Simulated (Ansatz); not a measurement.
Free-standing chains of the atoms of KF, named by their start (strip: triangular double chain, ladder: square double chain); atoms and period are relaxed, and energies count from relaxed bulk KF (Fm-3m, 19.89 Å³/atom, gap on the mesh 5.97 eV).

Level of theory: DFT PBE, scalar-relativistic, plane waves, PAW in Ansatz.

Cutoff 420 eV, Gaussian smearing of 0.05 eV, energies at zero smearing, symmetry of each start kept, collinear spin where a moment is listed.

```json
{"start": "linear chain", "atoms": "2", "k mesh": "1×1×13", "excess energy (eV per host atom)": "0.463", "period (Å)": "4.782", "gap on the mesh (eV)": "4.27", "highest filled level or Fermi level under vacuum (eV)": "5.34"}
{"start": "dimerised chain", "atoms": "2", "k mesh": "1×1×13", "excess energy (eV per host atom)": "0.463", "period (Å)": "4.785", "gap on the mesh (eV)": "4.27", "highest filled level or Fermi level under vacuum (eV)": "5.34"}
{"start": "zigzag chain", "atoms": "2", "k mesh": "1×1×15", "excess energy (eV per host atom)": "0.463", "period (Å)": "4.785", "gap on the mesh (eV)": "4.31", "highest filled level or Fermi level under vacuum (eV)": "5.34"}
{"start": "ladder chain", "atoms": "4", "k mesh": "1×1×13", "excess energy (eV per host atom)": "0.298", "period (Å)": "4.966", "gap on the mesh (eV)": "4.52", "highest filled level or Fermi level under vacuum (eV)": "5.55"}
{"start": "strip chain*", "atoms": "2", "k mesh": "1×1×25", "excess energy (eV per host atom)": "0.463", "period (Å)": "4.781", "gap on the mesh (eV)": "4.34", "highest filled level or Fermi level under vacuum (eV)": "5.34"}
```

Zero in every row: size of the moment (μB per cell).

* ends far from its start.

An odd mesh misses points on the zone edge, so a gap read on it can be too wide.

Each run keeps its start's symmetry and one magnetic start, so lower states can exist. Rows stand on unlike meshes and boxes, so starts that end alike can differ by a few hundredths of an eV per atom.

Cost: 5 runs of about 12 core-minutes in all, on Intel Xeon Platinum 8375C (Ice Lake) (shared hosts).